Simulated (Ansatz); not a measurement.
## Ti: one input, then a changed one

The structure comes from a relaxation in the same program, started in the sc type, and has space group Pm-3m. Whether it is a known phase or the ground state wasn't checked.

First run: DFT, PBE, PAW with Ansatz's default frozen-core files, scalar-relativistic (Ansatz 0.2.0).

Command: `ansatz run input.yaml --threads 1 --pin off --max-ram 2048MiB --backend cpu --events-out ev --progress --plain --runs-dir out` The run took about 1.5 s on 1 thread of a shared machine.

```yaml
crystal:
  lattice:
    - [2.6404604533, 0.0, 0.0]
    - [0.0, 2.6404604533, 0.0]
    - [0.0, 0.0, 2.6404604533]
  atoms:
    - { symbol: Ti, position: [0.0, 0.0, 0.0] }
kpoints:
  mp_grid: { grid: [15, 15, 15] }
scf:
  occupations: { method: fermi_dirac, width: 0.05 }
hamiltonian:
  xc: pbe
  pseudopotentials: { kind: paw }
output:
  forces: true
  stress: true
  eigenvalues: true
  efg: { contact_densities: true }
basis:
  ecutwfc: 300
```

Result: converged; pressure -0.08 GPa; no gap on the k mesh; 6 SCF iterations.

The input is then changed:

```diff
@@ -10,6 +10,7 @@
 scf:
   occupations: { method: fermi_dirac, width: 0.05 }
+  lower_state_search: light
 hamiltonian:
-  xc: pbe
+  xc: pbesol
   pseudopotentials: { kind: paw }
 output:
```

Question: Predict the outcome of the changed run.

Answer: It converged; pressure -4.10 GPa; no gap on the k mesh; 6 SCF iterations.

The results part of its log:

```
SCF 1 converged in 6 iterations: F = -2472.919266 eV  dr2 = 2.85e-11
  greatest PAW one-centre occupation: 1.000 electrons in one spin orbital (limit 2), on the Ti atom at site 0 (counted from 0), in its partial waves of l = 1
SCF converged after 6 iterations
Free energy (F): -2472.919266 eV
Harris-Foulkes:  -2472.919266 eV  (|F-HF|=2.00e-11)
Internal energy: -2472.898203 eV  (E = F + TS)
E sigma→0 (E₀):  -2472.908734 eV
Entropy (-TS):   -0.021063 eV (-21.063 meV/atom)
Fermi energy:    12.132386 eV
--- Per-component energies (eV) ---
  E_band       = -167.732597
  E_kinetic    = 274.326630
  E_local      = -890.006857  (includes V_loc(G=0)·N_el)
  E_nonlocal   = 11.702079
  E_hartree    = 365.579514
  E_xc         = -96.366104
  E_vxc        = -121.074898  (∫ρ·V_xc dr)
  E_paw        = -1024.211073  (= ΣΔE_a)
  E_vpaw       = -173.839186  (= ΣTr[D̂ρ^β])
  E_aug_tail   = 0.000584  (compensation charges beyond the density's cutoff)
  E_ewald      = -1114.062360
  E_core_change = 0.139384  (= ΣΔE_core)
  E_smearing   = -0.021063  (= −TS)
  E_closure    = 0.000000  (closes the sum)
  Σ components = -2472.919266   (vs F -2472.919266, Δ=0.00e0)
--- Forces (eV/Å), atoms counted from 1 ---
  atom   1  Ti    -0.00000000     0.00000000     0.00000000
  max |Σ_I F_I| component: 8.22e-33 eV/Å
--- Stress (GPa, compression-positive) ---
       -4.101299       0.000000       0.000000
        0.000000      -4.101299       0.000000
        0.000000       0.000000      -4.101299
  P = ⅓ Tr σ = -4.1013 GPa (-41.013 kbar)
--- PAW observables at the nuclei: V_zz in 10²¹ V/m², potentials from the cell's mean, atoms counted from 1 ---
  atom   1  Ti V_zz =    +0.000000   η = 0.0000   by run symmetry: forbidden
            electrostatic potential = -2529.568345 V   contact ρ = 56644.136373 e/Å³
--- Band table (eV; the first three rows and the last of 120) ---
  k-point 0: bands = ["-44.2185", "-20.0929", "-20.0929", "-20.0929", "6.4652", "10.8802", "10.8802", "16.1082", "16.1082", "16.1082"]
  k-point 1: bands = ["-44.2158", "-20.1450", "-20.1009", "-20.1009", "6.5804", "10.8939", "10.9492", "15.9529", "15.9529", "16.0605"]
  k-point 2: bands = ["-44.2008", "-20.2564", "-20.0934", "-20.0934", "6.9147", "10.9734", "11.1827", "15.6825", "15.6825", "16.0767"]
  k-point 119: bands = ["-43.8598", "-20.7172", "-20.7163", "-20.7163", "10.9654", "11.0408", "11.0408", "17.1927", "17.1927", "21.2855"]
```
